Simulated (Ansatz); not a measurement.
Wurtzite BeO, treated with RPBE (Ansatz, a quantum-chemistry and plane-wave program, PAW).

Settings: plane-wave cutoff 520 eV, 18×18×8 k mesh (along the axes of the cell as run), Fermi–Dirac smearing 0.01 eV, scalar-relativistic PAW data made under PBE.

Computed at the level's own relaxed cell.

```xyz
4
Lattice="1.3670 -2.3678 0.0000 1.3670 2.3678 0.0000 0.0000 0.0000 4.4389" Properties=species:S:1:pos:R:3 pbc="T T T"
Be     1.3670    -0.7893     2.2196
Be     1.3670     0.7893     0.0001
O      1.3670    -0.7893     3.8972
O      1.3670     0.7893     1.6778
```

**Question.** List the 10 lowest band energies at Γ above −25 eV (eV, relative to the valence band maximum), grouping those that round alike.

**Answer.** At Γ: -18.52, -16.84, -5.97, -0.97 (×2), -0.04 (×2), 0.00, 7.30, 11.32.
